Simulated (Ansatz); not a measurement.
# AgCl: response to strain

Aim: deform AgCl (z strained by -1.5 % at fixed volume) and compute stress, forces and field gradients with LAPW, PAW and all-electron datasets made for the crystal.

Computed with Ansatz 0.2.0 (DFT PBE, scalar-relativistic, unless a step's input says otherwise).

1 further run of the same task is left out (set aside as unsound or not needed).

## Step 1: The system as given

The structure is cubic, space group Fm-3m (No. 225). The conventional cell has a = 5.610 Å, b = 5.610 Å, c = 5.610 Å, α = 90.00°, β = 90.00°, γ = 90.00°. Ag (site symmetry m-3m) has 6 Cl at 2.81 Å as nearest neighbours. Around Cl (site symmetry m-3m) lie 6 Ag at 2.81 Å.

Structure file:

```cif
data_structure
_symmetry_space_group_name_H-M 'Fm-3m'
_symmetry_Int_Tables_number 225
_cell_length_a 5.6104
_cell_length_b 5.6104
_cell_length_c 5.6104
_cell_angle_alpha 90.000
_cell_angle_beta 90.000
_cell_angle_gamma 90.000
_cell_volume 176.60
loop_
_atom_site_label
_atom_site_type_symbol
_atom_site_symmetry_multiplicity
_atom_site_Wyckoff_symbol
_atom_site_fract_x
_atom_site_fract_y
_atom_site_fract_z
_atom_site_occupancy
Ag1 Ag 4 a 0.00000 0.00000 0.00000 1
Cl1 Cl 4 b 0.50000 0.00000 0.00000 1
```

The file gives the conventional cell by its symmetry; the runs use the cell typed in the input.

Atoms are numbered in the order of the input: Ag1, Cl2.

## Step 2: The deformed structure

Space group Fm-3m before, I4/mmm after.

## Step 3: Full-potential LAPW

Input file input.yaml:

```yaml
crystal:
  lattice:
    - [0.0, 2.8264826772, 2.7631259011]
    - [2.8264826772, 0.0, 2.7631259011]
    - [2.8264826772, 2.8264826772, 0.0]
  atoms:
    - { symbol: Ag, position: [0.0, 0.0, 0.0] }
    - { symbol: Cl, position: [0.5, 0.5, 0.5] }
kpoints:
  mp_grid: { grid: [12, 12, 12] }
scf:
  occupations: { method: fermi_dirac, width: 0.08 }
hamiltonian:
  xc: pbe
  pseudopotentials: { kind: all_electron, lapw: { basis_error: 0.0005 } }
output:
  forces: true
  stress: true
  eigenvalues: true
```

## Step 4: Frozen-core PAW

Changes to input.yaml since step 3:

```diff
@@ -14,3 +14,3 @@
   xc: pbe
-  pseudopotentials: { kind: all_electron, lapw: { basis_error: 0.0005 } }
+  pseudopotentials: { kind: paw }
 output:
@@ -19 +19,2 @@
   eigenvalues: true
+  efg: { contact_densities: true }
```

## Step 5: Datasets made for this crystal

Changes to input.yaml since step 4:

```diff
@@ -14,3 +14,3 @@
   xc: pbe
-  pseudopotentials: { kind: paw }
+  pseudopotentials: { kind: all_electron, datasets: crystal }
 output:
```

(Steps that only read results are left out.)

**Question.** What will these runs give? Wanted: pressure; largest shear or deviatoric stress.

**Answer**, as computed:

| quantity | value |
| --- | --- |
| pressure | LAPW 0.07, PAW 0.07, crystal datasets 0.07 GPa |
| largest shear or deviatoric stress (LAPW) | 0.24 GPa |

The largest part of the stress beyond the pressure is 0.24 GPa in size, in the zz component; the atoms are carried along and not relaxed. No run of the undeformed cell stands beside it, so the pressure holds what the given cell had before the change. PAW: stress within 0.01 GPa of LAPW. Crystal datasets: stress within 0.01 GPa of LAPW.
